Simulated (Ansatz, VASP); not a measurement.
One calculation of Si, two programs

Contents of INCAR:

```
PREC = Accurate
ENCUT = 520
EDIFF = 1E-6
ISMEAR = 0
SIGMA = 0.1
LREAL = False
LASPH = True
NELM = 100
ALGO = Normal
ISIF = 2
LWAVE = False
LCHARG = True
LDIPOL = True
IDIPOL = 3
DIPOL = 0.5 0.5 0.397
GGA = PE
IVDW = 12
LELF = True
LVHAR = True
LVACPOTAV = True
NBANDS = 16
```

Contents of KPOINTS:

```
regular mesh
0
Gamma
  9 9 1
```

File POSCAR:

```
Si
1.0
    3.8472023583      0.0000000000      0.0000000000
   -1.9236011791      3.3317749758      0.0000000000
    0.0000000000      0.0000000000     18.4446971457
Si
4
Direct
    0.3333333333      0.6666666667      0.2695814701
    0.6666666667      0.3333333333      0.2439725610
    0.3333333333      0.6666666667      0.5500061652
    0.6666666667      0.3333333333      0.5243972561
```

Input for Ansatz:

```yaml
crystal:
  lattice:
    - [3.8472023583, 0.0, 0.0]
    - [-1.9236011791, 3.3317749758, 0.0]
    - [0.0, 0.0, 18.4446971457]
  atoms:
    - { symbol: Si, position: [0.3333333333, 0.6666666667, 0.2695814701] }
    - { symbol: Si, position: [0.6666666667, 0.3333333333, 0.243972561] }
    - { symbol: Si, position: [0.3333333333, 0.6666666667, 0.5500061652] }
    - { symbol: Si, position: [0.6666666667, 0.3333333333, 0.5243972561] }
basis:
  ecutwfc: 420
kpoints:
  mp_grid: { grid: [9, 9, 1] }
hamiltonian:
  xc: pbe
  dispersion: d3bj
scf:
  occupations: { method: gaussian, width: 0.1 }
output:
  forces: true
  eigenvalues: true
efield:
  axis: 3
  dipole_correction: true
  ramp_width: 0.04
```

Alike in both runs: task single point; functional PBE; dispersion D3(BJ); k mesh 9 × 9 × 1; occupations gaussian, width 0.1 eV; no spin polarisation.

|  | VASP | Ansatz |
| --- | --- | --- |
| version | VASP 6.6.1 | Ansatz 0.2.0 |
| potentials or method | VASP PAW PBE potentials, release 64 (Si) | scalar-relativistic, plane waves, PAW |
| plane-wave cutoff (eV) | 520 | 420 |
| valence electrons in the cell | 16 | 16 |

VASP gave:

- gap on the k mesh at the Fermi level (eV): 0.27
- least direct gap on the mesh (eV): 0.27
- rms of the force components (eV/Å): 0.030

Question: What did Ansatz give for the same quantities?

Answer: gap on the k mesh at the Fermi level (eV): 0.27; least direct gap on the mesh (eV): 0.27; rms of the force components (eV/Å): 0.031.

Atom by atom the forces differ by 0.004 eV/Å (rms over components).
